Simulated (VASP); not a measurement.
SnO2 (Cassiterite):

```
CELL_PARAMETERS angstrom
4.73800 0.00000 0.00000
0.00000 4.73800 0.00000
0.00000 0.00000 3.18650
ATOMIC_POSITIONS crystal
Sn 0.50000 0.50000 0.50000
Sn 0.00000 0.00000 0.00000
O 0.80710 0.19290 0.50000
O 0.69290 0.69290 0.00000
O 0.19290 0.80710 0.50000
O 0.30710 0.30710 0.00000
```

Base run:

* Program: VASP 6.6.1
* Functional: PBEsol
* Potentials or basis: VASP PAW PBE potentials, release 64 (Sn_d, O)
* Cutoff: 520 eV
* k mesh: 6 × 6 × 8
* Occupations: fermi-dirac, width 0.05 eV
* Spin: no spin polarisation

Its results: band gap on the k mesh 1.18 eV, direct; pressure 5.5 GPa; largest force 0.228 eV/Å.

Question: The run is repeated on the same cell with these changes: functional from PBEsol to revPBE. What comes out?

Answer: Band gap on the k mesh 1.34 eV, direct; pressure 14.8 GPa; largest force 0.317 eV/Å.

revPBE binds less tightly than PBEsol, so the same cell stands under more pressure.

Caveats: the PAW data sets were made with another functional, which shifts forces and pressure a little; spin-orbit coupling is left out, which moves the levels of the heavy elements.

